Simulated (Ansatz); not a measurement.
## C: single point with PBE

Crystal: C.

```xyz
2
Lattice="0.0000 1.7834 1.7834 1.7834 0.0000 1.7834 1.7834 1.7834 0.0000" Properties=species:S:1:pos:R:3 pbc="T T T"
C     2.6751    2.6751    2.6751
C     1.7834    1.7834    1.7834
```

This isn't the form of C at room conditions, which is graphite.

| Item | Value |
| --- | --- |
| Program | Ansatz 0.2.0 |
| Task | single point |
| Functional | PBE |
| Potentials or basis | Ansatz PAW |
| Cutoff | 420 eV (not typed: the program's choice for these potentials) |
| k mesh | 13 × 13 × 13 |
| Occupations | gaussian, width 0.012 eV |
| Spin | no spin polarisation |

```
Pressure               : 1.8 GPa
Band gap on the k mesh : 4.15 eV, indirect (least direct gap 5.59 eV)
```

Levels at points of the mesh, in eV from the valence-band top:
```
           k point  band 1  band 2  band 3  band 4  band 5  band 6  band 7  band 8
(0.00, 0.00, 0.00)  -21.48    0.00    0.00    0.00    5.59    5.59    5.59   13.28
```

Run time: 0.92 s on 2 threads of Intel(R) Xeon(R) Processor @ 2.70GHz, with other jobs on the host, peak memory 0.28 GiB.

Caveat: odd divisions of the mesh miss points on the zone boundary, where band edges often lie, so the gap on the mesh can be too wide; the pressure holds a Pulay correction of +1.0 GPa for the finite cutoff. A k mesh can miss the band edges.
